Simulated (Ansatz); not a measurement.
**MgSe: single point with PBE**

The system is MgSe.

```xyz
2
Lattice="0.0000 2.7255 2.7255 2.7255 0.0000 2.7255 2.7255 2.7255 0.0000" Properties=species:S:1:pos:R:3 pbc="T T T"
Se    2.7255    2.7255    2.7255
Mg    0.0000    0.0000    0.0000
```

- Program: Ansatz 0.2.0
- Task: single point
- Functional: PBE
- Potentials or basis: Ansatz PAW
- Cutoff: 420 eV (not typed: the program's choice for these potentials)
- k mesh: 8 × 8 × 8
- Occupations: gaussian, width 0.027 eV
- Spin: no spin polarisation

```yaml
Pressure: 2.0 GPa
Band_gap_on_the_k_mesh: 1.82 eV, indirect (least direct gap 2.61 eV)
```

Levels at points of the mesh, in eV from the valence-band top:
| k point | band 9 | band 10 | band 11 | band 12 | band 13 | band 14 | band 15 | band 16 | band 17 |
| --- | --- | --- | --- | --- | --- | --- | --- | --- | --- |
| (0.00, 0.00, 0.00) | -42.09 | -12.95 | 0.00 | 0.00 | 0.00 | 2.61 | 7.42 | 7.42 | 7.42 |
| (0.00, 0.00, -0.50) | -42.09 | -11.82 | -4.94 | -0.58 | -0.58 | 3.84 | 6.12 | 6.12 | 8.65 |
| (0.00, -0.50, -0.50) | -42.10 | -11.51 | -4.25 | -1.78 | -1.78 | 1.82 | 3.97 | 11.75 | 12.20 |

It took 0.78 s on 2 threads of Arm Neoverse V2 (shared host), peak memory 0.28 GiB.

A k mesh can miss the band edges. Expect the measured gap to be larger: semilocal functionals such as PBE lack the derivative discontinuity.
